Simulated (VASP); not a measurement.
## GaP: relaxation of cell and atoms with PBEsol

The system is GaP.

```
CELL_PARAMETERS angstrom
2.31050 -2.46350 0.00000
2.31050 2.46350 0.00000
0.00000 0.00000 13.33500
ATOMIC_POSITIONS crystal
P 0.61100 0.38900 0.07030
P 0.38900 0.61100 0.92970
P 0.38900 0.61100 0.57030
P 0.61100 0.38900 0.42970
P 0.89160 0.10840 0.25000
P 0.10840 0.89160 0.75000
Ga 0.89360 0.10640 0.59090
Ga 0.10640 0.89360 0.40910
Ga 0.10640 0.89360 0.09090
Ga 0.89360 0.10640 0.90910
Ga 0.41510 0.58490 0.25000
Ga 0.58490 0.41510 0.75000
```

Measurements of this composition are mostly on another form, of space group No. 216.

```yaml
Program: VASP 6.6.1
Task: relaxation of cell and atoms
Functional: PBEsol
Potentials_or_basis: VASP PAW PBE potentials, release 64 (P, Ga_d)
Cutoff: 600 eV
k_mesh: 8 × 8 × 2
Occupations: gaussian, width 0.03 eV
Spin: no spin polarisation
Target_pressure: 30.7 GPa
Further_INCAR_settings: ALGO = Normal; EDIFF = 1e-06; IBRION = 2; EDIFFG = -0.01; NSW = 90; ISIF = 3
Target_pressure: 30.7 GPa
```

```
Relaxed volume                                         : 13.07 Å³/atom
Relaxed cell                                           : a = 3.415 Å, b = 3.415 Å, c = 13.465 Å, α = 90.00°, β = 90.00°, γ = 93.44°
Space group after relaxing (to 0.05 Å)                 : Cmcm (No. 63)
Energy change on relaxing (the enthalpy is what falls) : -91.4 meV/atom
Ionic steps                                            : 25
Pressure after relaxing                                : 30.7 GPa
Largest force after relaxing                           : 0.010 eV/Å
Band gap on the k mesh                                 : none (metal or under the smearing width)
```

Forces on the atoms (eV/Å):
```
P    0.000 -0.002 -0.004
P    0.000  0.002  0.004
P    0.000  0.002 -0.004
P    0.000 -0.002  0.004
P    0.000  0.010  0.000
P    0.000 -0.010  0.000
Ga   0.000 -0.003  0.006
Ga   0.000  0.003 -0.006
Ga   0.000  0.003  0.006
Ga   0.000 -0.003 -0.006
Ga   0.000  0.006  0.000
Ga   0.000 -0.006  0.000
```

The path:
| step | energy change (eV) | largest force (eV/Å) | pressure (GPa) | volume (Å³) |
| --- | --- | --- | --- | --- |
| 1 | 0.0000 | 0.4822 | 38.45 | 151.80 |
| 2 | -2.4568 | 0.2602 | 19.39 | 165.64 |
| 3 | -1.1396 | 0.1852 | 30.04 | 157.06 |
| 4 | -1.0872 | 0.1957 | 30.96 | 156.79 |
| 5 | -1.1148 | 0.1907 | 30.46 | 156.93 |
| 6 | -1.0787 | 0.0796 | 30.65 | 156.72 |
| 7 | -1.0615 | 0.0591 | 30.75 | 156.62 |
| 8 | -1.0695 | 0.0328 | 30.72 | 156.66 |
| 9 | -1.0748 | 0.0364 | 30.68 | 156.69 |
| 10 | -1.0676 | 0.0204 | 30.76 | 156.65 |
| 11 | -1.0652 | 0.0203 | 30.79 | 156.63 |
| 12 | -1.0870 | 0.0241 | 30.63 | 156.75 |
| 13 | -1.1039 | 0.0272 | 30.49 | 156.83 |
| 14 | -1.0979 | 0.0268 | 30.56 | 156.80 |
| 15 | -1.0887 | 0.0227 | 30.65 | 156.75 |
| 16 | -1.0814 | 0.0210 | 30.70 | 156.72 |
| 17 | -1.0668 | 0.0173 | 30.81 | 156.64 |
| 18 | -1.0728 | 0.0136 | 30.74 | 156.67 |
| 19 | -1.0856 | 0.0278 | 30.68 | 156.74 |
| 20 | -1.0871 | 0.0295 | 30.68 | 156.74 |
| 21 | -1.0842 | 0.0241 | 30.73 | 156.73 |
| 22 | -1.0807 | 0.0177 | 30.77 | 156.71 |
| 23 | -1.0969 | 0.0101 | 30.60 | 156.79 |
| 24 | -1.0959 | 0.0119 | 30.64 | 156.79 |
| 25 | -1.0965 | 0.0098 | 30.68 | 156.79 |

Final structure:
```xyz
12
Lattice="2.3415 -2.4864 0.0000 2.3415 2.4864 0.0000 0.0000 0.0000 13.4655" Properties=species:S:1:pos:R:3 pbc="T T T"
P     2.3415   -0.5328    0.9734
P     2.3415    0.5328   12.4921
P     2.3415    0.5328    7.7061
P     2.3415   -0.5328    5.7593
P     2.3415   -1.9396    3.3664
P     2.3415    1.9396   10.0991
Ga    2.3415   -1.9734    7.9583
Ga    2.3415    1.9734    5.5071
Ga    2.3415    1.9734    1.2256
Ga    2.3415   -1.9734   12.2398
Ga    2.3415    0.4301    3.3664
Ga    2.3415   -0.4301   10.0991
```

Levels at points of the mesh, in eV from the Fermi level:
| k point | band 51 | band 52 | band 53 | band 54 | band 55 | band 56 | band 57 | band 58 |
| --- | --- | --- | --- | --- | --- | --- | --- | --- |
| (0.00, 0.00, 0.00) | -2.76 | -1.04 | -0.89 | -0.79 | -0.24 | -0.03 | 1.97 | 2.26 |
| (0.50, 0.00, 0.00) | -1.01 | -0.96 | -0.05 | -0.04 | 0.66 | 0.80 | 1.28 | 1.48 |
| (0.50, 0.50, 0.00) | -3.88 | -3.70 | -3.67 | -3.40 | -2.65 | -1.83 | -1.15 | 0.66 |
| (0.00, 0.00, 0.50) | -1.75 | -1.75 | -1.49 | -1.49 | 0.62 | 0.62 | 1.55 | 1.55 |
| (0.50, 0.00, 0.50) | -1.07 | -1.07 | 0.34 | 0.34 | 1.00 | 1.00 | 1.51 | 1.51 |
| (0.50, 0.50, 0.50) | -4.56 | -4.56 | -4.08 | -4.08 | -1.25 | -1.25 | 0.08 | 0.08 |

Run time: 33 min on 4 MPI ranks on Intel(R) Xeon(R) Platinum 8259CL CPU @ 2.50GHz (Skylake/Cascade Lake), on a shared host, peak memory 0.53 GiB a rank.

Caveat: the cell is relaxed towards a set pressure, so the enthalpy falls and the energy may rise; the PAW data sets were made with another functional, which shifts forces and pressure a little.
